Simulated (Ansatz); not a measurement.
The system is TePb.

```
Pb Te
1.0
     0.00000    3.23100    3.23100
     3.23100    0.00000    3.23100
     3.23100    3.23100    0.00000
Pb Te
1 1
Direct
  0.00000 0.00000 0.00000
  0.50000 0.50000 0.50000
```

Base run:

| Property | Result |
| --- | --- |
| Program | Ansatz 0.2.0 |
| Functional | PBE0 |
| Potentials or basis | all-electron PAW datasets made for the crystal |
| Cutoff | 290 eV (chosen from the basis error) |
| k mesh | 6 × 6 × 6 |
| Occupations | fermi-dirac, width 0.05 eV |
| Spin | no spin polarisation |

Its results: band gap on the k mesh 1.65 eV, direct; pressure 1.2 GPa.

Problem. The run is repeated on the same cell with these changes: functional from PBE0 to PBE; cutoff from 290 eV (chosen from the basis error) to 240 eV (chosen from the basis error). What comes out?

Solution. Band gap on the k mesh 0.73 eV, direct; pressure 2.2 GPa.

PBE0 gives the wider gap, since exact exchange removes part of the self-interaction.

Caveats: spin-orbit coupling is left out, which as a rule narrows the gap of such compounds by several tenths of an eV.

A k mesh can miss the band edges.

The runs don't all hold the same shells in valence.
